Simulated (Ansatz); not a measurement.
**LiF3: balancing the decomposition**

Method: Ansatz, DFT PBE, scalar-relativistic, plane waves, PAW. Settings: cutoff 420 eV, Γ-centred meshes spaced at most about 0.3 Å⁻¹, and about 0.25 Å⁻¹ or finer for metals (2π included), Gaussian smearing. Spin is collinear in cells that carry moments; the others ran without spin or lost their moments.

The zero of energy is the elements' standard structures at the same level (F₂ as a molecule); no fitted shifts are applied.

All energies are static (0 K, no zero-point motion). Another magnetic order may lie lower.

A trial structure of LiF3 (reached from: random cell; relaxed: space group Im-3m (No. 229), a = 4.410 Å) has a formation energy of -1.194 eV/atom. At its composition the lowest mixture among the elements and 1 reference phase computed alike (others may be missing) consists of these:

```tsv
phase	source	ΔE_f (eV/atom)
F2 (gas)	element	0.000
LiF (P6_3mc)	Materials Project	-2.953
```

Task: Write the balanced decomposition and find its energy per atom, per formula unit and per mole of formula units.

Result: Balancing Li and F gives LiF3 → F2 + LiF. The left side holds 4 atoms, and the products take 2/4 (F2) and 2/4 (LiF) of them. The mixture therefore lies at 2/4 × (0.000) + 2/4 × (-2.953) = -1.477 eV/atom. The reaction energy is -1.477 − (-1.194) = -0.283 eV/atom. Times 4 atoms that is -1.132 eV per LiF3, and times 96.485 it is -109 kJ per mole of LiF3. Decomposition is downhill, so the trial structure is unstable against this mixture. Entropy of the gas would favour the products further at finite temperature.
